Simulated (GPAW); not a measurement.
**Mg5Ge in GPAW: the effect of strain tetragonal**

Crystal: Mg5Ge.

```xyz
6
Lattice="0.0000 3.9329 4.4453 3.9329 0.0000 4.4453 3.9329 3.9329 0.0000" Properties=species:S:1:pos:R:3 pbc="T T T"
Ge    0.0000    0.0000    0.0000
Mg    2.9484    4.9174    3.3325
Mg    2.9484    2.9484    5.5581
Mg    4.9174    4.9174    5.5581
Mg    4.9174    2.9484    3.3325
Mg    1.9664    1.9664    2.2226
```

The cell comes from a database or a generator and needn't be the stable form of this composition.

Alike in all runs:

```yaml
Program: GPAW 26.7.0
Task: single point
Functional: PBEsol
Potentials_or_basis: PAW data sets generated in the run's folder for this functional
Cutoff: 800 eV
Basis: pw
k_mesh: 5 × 5 × 5
Occupations: fermi-dirac, width 0.05 eV
Spin: no spin polarisation
Maxiter: 150
```

```tsv
strain tetragonal	largest force (eV/Å)
-0.04	0.07
-0.02	?
-0.01	0.02
0	0.01
0.01	0.02
0.02	0.05
0.04	0.13
```

**Question.** What does the run with strain tetragonal -0.02 give?

**Answer.** Largest force 0.04 eV/Å.

Worked out: A parabola through the other rows of the largest force, of slope -1.46 eV/Å per unit of strain tetragonal there, gives 0.02 eV/Å, against the run's 0.04.

Caveats: the density grid can change from cell to cell, which puts small steps into energies and stress.
